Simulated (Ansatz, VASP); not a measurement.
Na in VASP and in Ansatz

```xyz
2
Lattice="3.8732 0.0000 0.0000 -1.9366 3.3543 0.0000 0.0000 0.0000 5.8212" Properties=species:S:1:pos:R:3 pbc="T T T"
Na    0.0000    2.2362    1.4553
Na    1.9366    1.1181    4.3659
```

Alike in both runs: task single point; functional LDA; k mesh 18 × 18 × 10; occupations gaussian, width 0.15 eV; no spin polarisation.

|  | VASP | Ansatz |
| --- | --- | --- |
| version | VASP 6.6.1 | Ansatz 0.2.0 |
| potentials or method | VASP PAW LDA potentials, release 64 (Na_pv) | scalar-relativistic, plane waves, PAW |
| plane-wave cutoff (eV) | 520 | 420 |
| valence electrons in the cell | 14 | 18 |

Ansatz gave:

```
gap on the k mesh at the Fermi level (eV)       : none
pressure (GPa)                                  : -0.9
largest component of the traceless stress (GPa) : 0.50
```

What did VASP give for the same quantities?

gap on the k mesh at the Fermi level (eV): none; pressure (GPa): -0.8; largest component of the traceless stress (GPa): 0.50.

A gap of «none» marks a metal or a gap that the smearing closes. The two sets of potentials don't hold the same shells in valence.
